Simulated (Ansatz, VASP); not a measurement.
Cd4Te: VASP beside Ansatz

```xyz
5
Lattice="-3.4788 3.4788 3.4788 3.4788 -3.4788 3.4788 3.4788 3.4788 -3.4788" Properties=species:S:1:pos:R:3 pbc="T T T"
Cd    1.7394    1.7394    1.7394
Cd   -1.7394    1.7394    1.7394
Cd    1.7394    1.7394   -1.7394
Cd    1.7394   -1.7394    1.7394
Te    0.0000    0.0000    0.0000
```

Change from the starting cell: species swapped into the Hg4Pt type (Im-3m, No. 229).

Alike in both runs: functional PBE; k mesh 8 × 8 × 8; occupations gaussian, width 0.1 eV; no spin polarisation.

Ansatz relaxed the structure, and its values are those at the end. VASP's run is a single point on that final structure, the one shown.

|  | VASP | Ansatz |
| --- | --- | --- |
| version | VASP 6.6.1 | Ansatz 0.2.0 |
| potentials or method | VASP PAW PBE potentials, release 64 (Cd, Te) | scalar-relativistic, plane waves, PAW |
| plane-wave cutoff (eV) | 520 | 420 |
| valence electrons in the cell | 54 | 96 |

|  | VASP | Ansatz | Ansatz less VASP |
| --- | --- | --- | --- |
| gap on the k mesh at the Fermi level (eV) | none | none | - |
| pressure (GPa) | 0.1 | 0.0 | -0.10 |

A gap of «none» marks a metal or a gap that the smearing closes. The two sets of potentials don't hold the same shells in valence.

Spin-orbit coupling is left out, which matters for the levels of Te.
